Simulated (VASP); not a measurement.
# Ag (Fm-3m) in VASP: settings compared

One crystal, Ag, is run at these levels: LDA, PBEsol; tasks: relaxation of cell and atoms.

Program: VASP 6.6.1. These are calculated values, not measurements. Logs are shortened: lines on timing, memory, paths and dates and some standing lists are left out, and cuts for length are marked.

**1. Starting point**

It takes space group Fm-3m (No. 225, cubic). Conventional cell: a = 4.085 Å, b = 4.085 Å, c = 4.085 Å, α = 90.00°, β = 90.00°, γ = 90.00°. Ag (site symmetry m-3m) has 12 Ag at 2.89 Å as nearest neighbours.

**2. Relaxation of cell and atoms, LDA**

File INCAR:

```
PREC = Accurate ; ENCUT = 600
EDIFF = 1E-6 ; ISMEAR = 1
SIGMA = 0.1 ; LREAL = False
LASPH = True ; NELM = 80
ALGO = Normal ; ISIF = 3
LWAVE = False ; LCHARG = False
IBRION = 2 ; NSW = 90
EDIFFG = -0.01
```

File KPOINTS:

```
Automatic mesh
0
Gamma
  16 16 16
```

File POSCAR:

```
Ag
1.0
    0.0000000000      2.0427500000      2.0427500000
    2.0427500000      0.0000000000      2.0427500000
    2.0427500000      2.0427500000      0.0000000000
Ag
1
Direct
    0.0000000000      0.0000000000      0.0000000000
```

Potentials or basis: VASP PAW LDA potentials, release 64 (Ag).

Command:

```sh
> cat potpaw_LDA.64/Ag/POTCAR > POTCAR
> mpirun -np 1 vasp_std > vasp.out
```

OUTCAR:

```text
PREC = Accurate
   ENCUT = 600
   EDIFF = 1E-6
   ISMEAR = 1
   LREAL = False
   LASPH = True
   NELM = 80
   ISIF = 3
   IBRION = 2
   NSW = 90
   EDIFFG = -0.01

 ion  position               nearest neighbor table
   1  0.000  0.000  0.000-

  LATTYP: Found a face centered cubic cell.
 ALAT       =     4.0855000000

  Lattice vectors:

 A1 = (   0.0000000000,   2.0427500000,   2.0427500000)
 A2 = (   2.0427500000,   0.0000000000,   2.0427500000)
 A3 = (   2.0427500000,   2.0427500000,   0.0000000000)

Analysis of symmetry for initial positions (statically):
=====================================================================
 Subroutine PRICEL returns:
 Original cell was already a primitive cell.

 Routine SETGRP: Setting up the symmetry group for a
 face centered cubic supercell.

 Subroutine GETGRP returns: Found 48 space group operations
 (whereof 48 operations were pure point group operations)
 out of a pool of 48 trial point group operations.

The static configuration has the point symmetry O_h .

Analysis of symmetry for dynamics (positions and initial velocities):
=====================================================================
 Subroutine PRICEL returns:
 Original cell was already a primitive cell.

 Routine SETGRP: Setting up the symmetry group for a
 face centered cubic supercell.

 Subroutine GETGRP returns: Found 48 space group operations
 (whereof 48 operations were pure point group operations)
 out of a pool of 48 trial point group operations.

The dynamic configuration has the point symmetry O_h .

 Subroutine INISYM returns: Found 48 space group operations
 (whereof 48 operations are pure point group operations),
 and found     1 'primitive' translations

----------------------------------------------------------------------------------------

                                     Primitive cell

  volume of cell :      17.0481

  direct lattice vectors                    reciprocal lattice vectors
     0.000000000  2.042750000  2.042750000    -0.244768082  0.244768082  0.244768082
     2.042750000  0.000000000  2.042750000     0.244768082 -0.244768082  0.244768082
     2.042750000  2.042750000  0.000000000     0.244768082  0.244768082 -0.244768082

  length of vectors
     2.888884755  2.888884755  2.888884755     0.423950755  0.423950755  0.423950755

[... 95 lines left out ...]
   IALGO  =     38    algorithm
   IMIX   =      4    mixing-type and parameters
     AMIX     =   0.40;   BMIX     =  1.00
     AMIX_MAG =   1.60;   BMIX_MAG =  1.00
  volume/ion in A,a.u.               =      17.05       115.05
  Fermi-wavevector in a.u.,A,eV,Ry     =   1.414644  2.673290 27.228221  2.001218
  Thomas-Fermi vector in A             =   2.536165
   LORBIT       =      0    0 simple, 1 ext, 2 COOP (PROOUT), +10 PAW based schemes
   GGA     = CA    functional components
   LHFCALC =     F    Hartree Fock is set to
   AEXX    =    0.0000 exact exchange contribution
   IVDW    =     0    specifies the selected vdW correction
   LEPSILON=     F    determine dielectric tensor
   LRPA    =     F    only Hartree local field effects (RPA)
 conjugate gradient relaxation of ions
 non-spin polarized calculation
 Methfessel and Paxton  Order N= 1 SIGMA  =   0.10
  energy-cutoff  :      600.00
  volume of cell :       17.05
 maximum number of plane-waves:       588
   NGX = 11   NGY = 11   NGZ = 11

--------------------------------------- Ionic step        1  -------------------------------------------

 number of electron      10.9999999 magnetization

 Free energy of the ion-electron system (eV)
  ---------------------------------------------------
  ext. energy  EPLUGINS =         0.00000000
  ---------------------------------------------------
  free energy    TOTEN  =        -3.75888173 eV

  energy without entropy =       -3.75827216  energy(sigma->0) =       -3.75867854

------------------------ aborting loop because EDIFF is reached ----------------------------------------

  FORCE on cell =-STRESS in cart. coord.  units (eV):
  Direction    XX          YY          ZZ          XY          YZ          ZX
  --------------------------------------------------------------------------------------
  -------------------------------------------------------------------------------------
  Total       -0.7624028     -0.7624028     -0.7624028      0.0000000      0.0000000     -0.0000000
  in kB      -71.6505274    -71.6505274    -71.6505274      0.0000000      0.0000000     -0.0000000
  external PRESSURE =     -71.6505274 kB  Pullay stress =       0.0000000 kB
[... 57 lines left out ...]
--------------------------------------- Ionic step        3  -------------------------------------------

 number of electron      11.0000002 magnetization

 Free energy of the ion-electron system (eV)
  ---------------------------------------------------
  ext. energy  EPLUGINS =         0.00000000
  ---------------------------------------------------
  free energy    TOTEN  =        -3.78319139 eV

  energy without entropy =       -3.78251232  energy(sigma->0) =       -3.78296504

 E-fermi :   8.9927     XC(G=0): -12.9466

 val. band max:        8.9634043181   @ k =   0.4375   0.3750   0.0000
 cond. band min:       9.0065707230   @ k =   0.5000   0.1875   0.0625
 fundamental gap:      0.0431664049
 Fermi energy:         8.9927313595

 k-point     1 :       0.0000    0.0000    0.0000
  band No.  band energies     occupation
      1       0.7475      2.00000
      2       4.0304      2.00000
      3       4.0304      2.00000
      4       4.0304      2.00000
      5       5.2048      2.00000
      6       5.2048      2.00000
      7      25.1713      0.00000
      8      29.0423      0.00000
      9      29.0423      0.00000
[... 265 lines left out ...]
 k-point    24 :      -0.0625    0.0625    0.0000
  band No.  band energies     occupation
      1       1.0852      2.00000
      2       3.9315      2.00000
      3       4.1201      2.00000
      4       4.1513      2.00000
      5       5.1134      2.00000
      6       5.2269      2.00000
      7      25.2607      0.00000
      8      27.0882      0.00000
      9      28.5037      0.00000

 [... further k-points ...]

------------------------ aborting loop because EDIFF is reached ----------------------------------------

  FORCE on cell =-STRESS in cart. coord.  units (eV):
  Direction    XX          YY          ZZ          XY          YZ          ZX
  --------------------------------------------------------------------------------------
  -------------------------------------------------------------------------------------
  Total       -0.0064836     -0.0064836     -0.0064836     -0.0000000     -0.0000000     -0.0000000
  in kB       -0.6476486     -0.6476486     -0.6476486     -0.0000000     -0.0000000     -0.0000000
  external PRESSURE =      -0.6476486 kB  Pullay stress =       0.0000000 kB
[... 16 lines left out ...]
  FREE ENERGIE OF THE ION-ELECTRON SYSTEM (eV)
  ---------------------------------------------------
  free  energy   TOTEN  =        -3.7831913926 eV

  energy  without entropy=       -3.7825123248  energy(sigma->0) =       -3.78296504

 reached required accuracy - stopping structural energy minimisation
```

CONTCAR:

```text
Ag
   1.00000000000000
     0.0000000000000000    2.0016342092150898    2.0016342092150898
     2.0016342092150898    0.0000000000000000    2.0016342092150898
     2.0016342092150898    2.0016342092150898    0.0000000000000000
  Ag
     1
Direct
     0.0000000000000000    0.0000000000000000    0.0000000000000000

  0.00000000E+00  0.00000000E+00  0.00000000E+00
```

Wall time 13 s (1 thread of Intel Xeon 6975P-C (Granite Rapids), shared host); peak memory 0.16 GiB.

Results:

* Free energy: -3.7832 eV
* Relaxed volume: 16.04 Å³/atom
* Relaxed cell: a = 2.831 Å, b = 2.831 Å, c = 2.831 Å, α = 60.00°, β = 60.00°, γ = 60.00°
* Space group after relaxing (to 0.05 Å): Fm-3m (No. 225)
* Energy gained by relaxing: 24.3 meV/atom
* Ionic steps: 3
* Pressure after relaxing: -0.1 GPa
* Band gap on the k mesh: none (metal or under the smearing width)

Step by step:
```tsv
step	energy change (eV)	largest force (eV/Å)	pressure (GPa)	volume (Å³)
1	0.0000	0.0000	-7.17	17.05
2	-0.0051	0.0000	8.17	15.24
3	-0.0243	0.0000	-0.06	16.04
```

Final structure:
```
Ag
1.0
     0.00000    2.00163    2.00163
     2.00163    0.00000    2.00163
     2.00163    2.00163    0.00000
Ag
1
Direct
  0.00000 0.00000 0.00000
```

LDA usually gives volumes a few per cent too small. Zero-point motion and thermal expansion aren't in these numbers.

**3. Relaxation of cell and atoms, LDA**

This run uses another cell than the first one, of 16.04 Å³/atom, 0.941 times its volume.

File INCAR:

```
PREC = Accurate ; ENCUT = 600
EDIFF = 1E-7 ; ISMEAR = 1
SIGMA = 0.1 ; LREAL = False
LASPH = True ; NELM = 80
ALGO = Normal ; ISIF = 3
LWAVE = False ; LCHARG = False
IBRION = 2 ; NSW = 90
EDIFFG = -0.005
```

KPOINTS is that of step 2.

File POSCAR:

```
Ag                                      
1.0
    0.0000000000      2.0016342092      2.0016342092
    2.0016342092      0.0000000000      2.0016342092
    2.0016342092      2.0016342092      0.0000000000
  Ag            
     1
Direct
     0.0000000000000000    0.0000000000000000    0.0000000000000000
```

Potentials or basis: VASP PAW LDA potentials, release 64 (Ag).

Command:

```sh
> cat potpaw_LDA.64/Ag/POTCAR > POTCAR
> mpirun -np 1 vasp_std > vasp.out
```

OUTCAR:

```text
PREC = Accurate
   ENCUT = 600
   EDIFF = 1E-7
   ISMEAR = 1
   LREAL = False
   LASPH = True
   NELM = 80
   ISIF = 3
   IBRION = 2
   NSW = 90
   EDIFFG = -0.005

 ion  position               nearest neighbor table
   1  0.000  0.000  0.000-

  LATTYP: Found a face centered cubic cell.
 ALAT       =     4.0032684184

  Lattice vectors:

 A1 = (   0.0000000000,   2.0016342092,   2.0016342092)
 A2 = (   2.0016342092,   0.0000000000,   2.0016342092)
 A3 = (   2.0016342092,   2.0016342092,   0.0000000000)

Analysis of symmetry for initial positions (statically):
=====================================================================
 Subroutine PRICEL returns:
 Original cell was already a primitive cell.

 Routine SETGRP: Setting up the symmetry group for a
 face centered cubic supercell.

[... 253 lines left out ...]

 k-point     1 :       0.0000    0.0000    0.0000
  band No.  band energies     occupation
      1       0.7526      2.00000
      2       4.0379      2.00000
      3       4.0379      2.00000
      4       4.0379      2.00000
      5       5.2138      2.00000
      6       5.2138      2.00000
      7      25.1826      0.00000
      8      29.0578      0.00000
      9      29.0578      0.00000
[... 265 lines left out ...]
 k-point    24 :      -0.0625    0.0625    0.0000
  band No.  band energies     occupation
      1       1.0904      2.00000
      2       3.9389      2.00000
      3       4.1277      2.00000
      4       4.1590      2.00000
      5       5.1223      2.00000
      6       5.2359      2.00000
      7      25.2731      0.00000
      8      27.1037      0.00000
      9      28.5201      0.00000

 [... further k-points ...]

------------------------ aborting loop because EDIFF is reached ----------------------------------------

  FORCE on cell =-STRESS in cart. coord.  units (eV):
  Direction    XX          YY          ZZ          XY          YZ          ZX
  --------------------------------------------------------------------------------------
  -------------------------------------------------------------------------------------
  Total        0.0001416      0.0001416      0.0001416      0.0000000      0.0000000      0.0000000
  in kB        0.0141540      0.0141540      0.0141540      0.0000000      0.0000000      0.0000000
  external PRESSURE =       0.0141540 kB  Pullay stress =       0.0000000 kB
[... 16 lines left out ...]
  FREE ENERGIE OF THE ION-ELECTRON SYSTEM (eV)
  ---------------------------------------------------
  free  energy   TOTEN  =        -3.7826963695 eV

  energy  without entropy=       -3.7820204272  energy(sigma->0) =       -3.78247106

 reached required accuracy - stopping structural energy minimisation
```

CONTCAR:

```text
Ag
   1.00000000000000
     0.0000000000000000    2.0011796853206647    2.0011796853206647
     2.0011796853206647    0.0000000000000000    2.0011796853206647
     2.0011796853206647    2.0011796853206647    0.0000000000000000
  Ag
     1
Direct
     0.0000000000000000    0.0000000000000000    0.0000000000000000

  0.00000000E+00  0.00000000E+00  0.00000000E+00
```

Run time: 11 s. Hardware: 1 thread of Intel Xeon 6975P-C (Granite Rapids), shared host; peak memory 0.15 GiB.

Results:

| Quantity | Value |
| --- | --- |
| Free energy | -3.7827 eV |
| Relaxed volume | 16.03 Å³/atom |
| Relaxed cell | a = 2.830 Å, b = 2.830 Å, c = 2.830 Å, α = 60.00°, β = 60.00°, γ = 60.00° |
| Space group after relaxing (to 0.05 Å) | Fm-3m (No. 225) |
| Energy gained by relaxing | 0.0 meV/atom |
| Ionic steps | 3 |
| Pressure after relaxing | 0.0 GPa |
| Band gap on the k mesh | none (metal or under the smearing width) |

Final structure:
```
Ag
1.0
     0.00000    2.00118    2.00118
     2.00118    0.00000    2.00118
     2.00118    2.00118    0.00000
Ag
1
Direct
  0.00000 0.00000 0.00000
```

**4. Relaxation of cell and atoms, PBEsol**

File INCAR:

```
SYSTEM = Ag
ALGO     = Normal         ! electronic algorithm
EDIFF    = 1E-6           ! SCF threshold, eV
EDIFFG   = -0.01          ! ionic threshold
ENCUT    = 600            ! plane-wave cutoff, eV
GGA      = PS             ! functional
IBRION   = 2              ! ionic algorithm
ISIF     = 3              ! what is computed and relaxed
ISMEAR   = 1              ! smearing method
LASPH    = .True.         ! aspherical terms in the spheres
LCHARG   = .False.        ! write CHGCAR
LREAL    = .False.        ! projectors in reciprocal space
LWAVE    = .False.        ! write WAVECAR
NELM     = 80             ! most SCF steps
NSW      = 90             ! ionic steps
PREC     = Accurate       ! precision mode
SIGMA    = 0.1            ! smearing width, eV
```

File KPOINTS:

```
k-points
0
Gamma
  16 16 16
  0 0 0
```

File POSCAR:

```
Ag
1.0
    0.0000000000      2.0427500000      2.0427500000
    2.0427500000      0.0000000000      2.0427500000
    2.0427500000      2.0427500000      0.0000000000
Ag
1
Direct
    0.0000000000      0.0000000000      0.0000000000
```

Potentials or basis: VASP PAW PBE potentials, release 64 (Ag).

Command:

```sh
> cat potpaw_PBE.64/Ag/POTCAR > POTCAR
> mpirun -np 1 vasp_std > vasp.out
```

Wall time 17 s (1 thread of Intel Xeon 6975P-C (Granite Rapids), shared host); peak memory 0.17 GiB.

The run converged. Its results:

```yaml
Free_energy: -3.3105 eV
Relaxed_volume: 16.63 Å³/atom
Relaxed_cell: a = 2.865 Å, b = 2.865 Å, c = 2.865 Å, α = 60.00°, β = 60.00°, γ = 60.00°
Space_group_after_relaxing_to_0.05_Å: Fm-3m (No. 225)
Energy_gained_by_relaxing: 3.8 meV/atom
Ionic_steps: 3
Pressure_after_relaxing: 0.0 GPa
Band_gap_on_the_k_mesh: none (metal or under the smearing width)
```

Step by step:
```tsv
step	energy change (eV)	largest force (eV/Å)	pressure (GPa)	volume (Å³)
1	0.0000	0.0000	-2.79	17.05
2	-0.0017	0.0000	2.30	16.33
3	-0.0038	0.0000	-0.01	16.63
```

Final structure:
```yaml
crystal:
  lattice:
    - [0.00000, 2.02576, 2.02576]
    - [2.02576, 0.00000, 2.02576]
    - [2.02576, 2.02576, 0.00000]
  atoms:
    - { symbol: Ag, position: [0.00000, 0.00000, 0.00000] }
```

Levels at points of the mesh, in eV from the Fermi level:
```tsv
k point	band 2	band 3	band 4	band 5	band 6	band 7	band 8	band 9
(0.00, 0.00, 0.00)	-4.80	-4.80	-4.80	-3.70	-3.70	16.10	19.82	19.82
(0.50, 0.00, 0.00)	-4.82	-4.82	-2.87	-2.87	-0.46	3.79	15.34	18.14
(0.50, 0.50, 0.00)	-6.38	-2.90	-2.65	-2.65	1.58	6.98	10.79	10.79
```

Caveat: the PAW data sets were made with another functional, which shifts forces and pressure a little.
